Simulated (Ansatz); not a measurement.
Runs of Ansatz 0.2.0 on MnO. Symmetry: Fm-3m, No. 225, cubic system. The conventional cell has a = 4.448 Å, b = 4.448 Å, c = 4.448 Å, α = 90.00°, β = 90.00°, γ = 90.00°. Mn (site symmetry m-3m) has 6 O at 2.22 Å as nearest neighbours. O (site symmetry m-3m) is surrounded by 6 Mn at 2.22 Å. The cell is a database's computed one.

| task | level | U | cell | k mesh | cutoff (eV) | smearing | points for each segment of the path | hubbard projectors | double counting | gap on the mesh (eV) | pressure (GPa) | moment (μB) | relaxed volume (Å³/atom) |
| --- | --- | --- | --- | --- | --- | --- | --- | --- | --- | --- | --- | --- | --- |
| relaxation of cell and atoms | PBEsol | - | relaxed | 10 × 10 × 10 | 420 | fermi-dirac 0.05 eV | - | - | - | - | 0.0 | (a) | 10.12 |
| band structure | RPBE | - | as given | 10 × 10 × 10 | 420 | fermi-dirac 0.05 eV | 14 | - | - | none | 5.6 | 4.82 | - |
| single point | PBE | - | as given | 10 × 10 × 10 | 420 | gaussian 0.024 eV | - | - | - | none | 0.2 | 4.80 | - |
| relaxation of cell and atoms | BLYP+D3(BJ) | - | relaxed | 10 × 10 × 10 | 420 | fermi-dirac 0.05 eV | - | - | - | none | 0.0 | 4.73 | 11.05 |
| band structure | B3LYP5 | - | as given | 6 × 6 × 6 | 420 | fermi-dirac 0.05 eV | 4 | - | - | (b) | - | 5.00 | - |
| band structure | HF | - | as given | 6 × 6 × 6 | 420 | fermi-dirac 0.05 eV | 4 | - | - | 11.07 | - | 5.00 | - |
| band structure | PBE | - | as given | 10 × 10 × 10 | 420 | fermi-dirac 0.05 eV | 14 | - | - | none | 0.1 | 4.79 | - |
| band structure | r2SCAN+U | Mn d U = 2 eV | as given | 10 × 10 × 10 | 500 | fermi-dirac 0.05 eV | 14 | ortho-atomic (the default) | fll (the default) | 0.40 | 2.5 | 5.00 | - |

Alike in all rows: potentials or basis Ansatz PAW; spin collinear, ferromagnetic start.

Q: Fill in the values left out.

A: (a) 4.45; (b) 1.84.

Caveats: a cell with one magnetic atom can't hold antiferromagnetic order, which such compounds often take; the PAW data sets come from PBE, with cores solved anew for the run's functional, which leaves a small shift of forces and pressure (some runs); the potentials were made for another functional, which shifts forces and pressure (some runs); semilocal functionals often make such compounds metallic where correlation or magnetic order opens a gap, which also shifts bond lengths (some runs); the magnetic or orbital state may not be the lowest (some runs); the plane-wave basis is chosen anew once the cell has moved, so the energies of steps on either side of that aren't comparable (some runs); pairwise dispersion overbinds metals, which lowers pressure and volume (some runs).

A k mesh can miss the band edges.

A gap of «none» marks a metal or a gap under the smearing width.

Not every run made on this cell is shown here.
